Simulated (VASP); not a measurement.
Input of a VASP 6.6.1 run:

File INCAR:

```
SYSTEM = ScAl3
ALGO = Fast ; EDIFF = 1E-7
EDIFFG = -0.005 ; ENCUT = 600
GGA = CA ; IBRION = 2
ISIF = 3 ; ISMEAR = 0
LASPH = .TRUE. ; LCHARG = .FALSE.
LREAL = .FALSE. ; LWAVE = .FALSE.
NELM = 100 ; NSW = 90
PREC = Accurate ; SIGMA = 0.1
```

Contents of KPOINTS:

```
k-points
0
G
  10 10 10
  0 0 0
```

POSCAR

```
ScAl3
1.0
    4.0878065700      0.0000000000      0.0000000000
    0.0000000000      4.0878065700      0.0000000000
    0.0000000000      0.0000000000      4.0878065700
Sc Al
1 3
Direct
    0.0000000000      0.0000000000      0.0000000000
    0.5000000000      0.0000000000      0.5000000000
    0.0000000000      0.5000000000      0.5000000000
    0.5000000000      0.5000000000      0.0000000000
```

Potentials or basis: VASP PAW LDA potentials, release 64 (Sc_sv, Al).

Command:

```console
$ cat potpaw_LDA.64/Sc_sv/POTCAR potpaw_LDA.64/Al/POTCAR > POTCAR
$ mpirun -np 1 vasp_std > vasp.out
```

(1) Predict the relaxed volume.

(2) What does it give for the band gap on the k mesh?

(3) Predict the space group after relaxing (to 0.05 Å).

(4) Estimate the relaxed cell.

Answers

(1) 16.41 Å³/atom.

(2) none (metal or under the smearing width).

(3) Pm-3m (No. 221).

(4) a = 4.034 Å, b = 4.034 Å, c = 4.034 Å, α = 90.00°, β = 90.00°, γ = 90.00°.
